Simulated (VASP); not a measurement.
Input of a VASP 6.6.1 run:

File INCAR:

```
SYSTEM = GaP
  PREC = Accurate
  ENCUT = 520
  EDIFF = 1E-7
  ISMEAR = 0
  SIGMA = 0.03
  LREAL = .False.
  LASPH = .True.
  NELM = 80
  ALGO = Normal
  ISIF = 2
  LWAVE = .False.
  LCHARG = .False.
  LDIPOL = .True.
  IDIPOL = 3
  DIPOL = 0.5 0.5 0.500
  GGA = PS
  LVHAR = .True.
  LVACPOTAV = .True.
  ICORELEVEL = 1
  KPAR = 4
```

Contents of KPOINTS:

```
regular mesh
0
Gamma
  7 5 1
  0 0 0
```

The input POSCAR:

```
GaP                                     
1.0
    3.8444207800      0.0000000000      0.0000000000
    0.0000000000      5.4368320000      0.0000000000
    0.0000000000      0.0000000000     26.5332623300
  Ga              P             
     7     7
Direct
     0.5000000000000000    0.5573660033268201    0.2984967880525665
     1.0000000000000000    0.9829331880596837    0.3520486103786394
     0.5000000000000000    0.4873161217512207    0.4281498529164749
     1.0000000000000000    0.9844864507188654    0.5000000000000000
     0.5000000000000000    0.4873161217512207    0.5718501470835250
     1.0000000000000000    0.9829331880596837    0.6479513896213606
     0.5000000000000000    0.5573660033268201    0.7015032119474336
     0.0000000000000000    0.7649626204037759    0.2746534827401197
     0.5000000000000000    0.2334377443199216    0.3554561141324930
     1.0000000000000000    0.7391475355107230    0.4266822288169905
     0.5000000000000000    0.2351871225368442    0.5000000000000000
     1.0000000000000000    0.7391475355107230    0.5733177711830093
     0.5000000000000000    0.2334377443199215    0.6445438858675067
     0.0000000000000000    0.7649626204037759    0.7253465172598802
```

Potentials or basis: VASP PAW PBE potentials, release 64 (Ga_d, P).

Command:

```sh
$ cat potpaw_PBE.64/Ga_d/POTCAR potpaw_PBE.64/P/POTCAR > POTCAR
$ mpirun -np 4 vasp_std > vasp.out
```

Task: Predict the largest force.

Result: 0.013 eV/Å.

Task: What does it give for the ionisation potential of the upper face?

Result: 5.29 eV.

Forces in eV/Å, atoms in the order of the input:
```
Ga   0.000 -0.005  0.009
Ga   0.000  0.003  0.000
Ga   0.000  0.002  0.005
Ga   0.000  0.008  0.000
Ga   0.000  0.002 -0.005
Ga   0.000  0.003  0.000
Ga   0.000 -0.005 -0.009
P    0.000 -0.004  0.006
P    0.000  0.001 -0.005
P    0.000 -0.003  0.013
P    0.000  0.002  0.000
P    0.000 -0.003 -0.013
P    0.000  0.001  0.005
P    0.000 -0.004 -0.006
```

Caveat: the PAW data sets were made with another functional, which shifts forces and pressure a little.
